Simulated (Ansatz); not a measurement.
Piezoelectric tensor of AgCl

Method: Ansatz 0.2.0, DFT PBE, scalar-relativistic, plane waves, PAW. Cutoff 420 eV, 8×8×8 k-points (Γ-centred), fixed occupations. No spin polarisation.

The cell is fixed (symmetry leaves no force on the atoms) and stands under 0.3 GPa:
```
Ag Cl
1.0
     0.00000    3.02070    3.02070
     3.02070    0.00000    3.02070
     3.02070    3.02070    0.00000
Ag Cl
1 1
Direct
  0.00000 0.00000 0.00000
  0.25000 0.25000 0.25000
```

The cell is the ideal cubic zincblende prototype; this isn't the usual structure of the compound.

(1) Give the relaxed-ion proper piezoelectric stress tensor e_iJ (C/m², Voigt columns xx yy zz yz xz xy).

(2) With the elastic constants (GPa, Voigt order)
C11 = 33.4, C12 = 30.3, C13 = 30.3, C22 = 33.4, C23 = 30.3, C33 = 33.4, C44 = 5.4, C55 = 5.4, C66 = 5.4 GPa; the others vanish.
find the strain coefficients d = e·C⁻¹ (pC/N).

## Answers

(1)
```
x   0.000 0.000 0.000 0.378 0.000 0.000
y   0.000 0.000 0.000 0.000 0.378 0.000
z   0.000 0.000 0.000 0.000 0.000 0.378
```
Signs follow the orientation of the cell as given.

(2)
```
x    0.0  0.0  0.0 70.4  0.0  0.0
y    0.0  0.0  0.0  0.0 70.4  0.0
z    0.0  0.0  0.0  0.0  0.0 70.4
```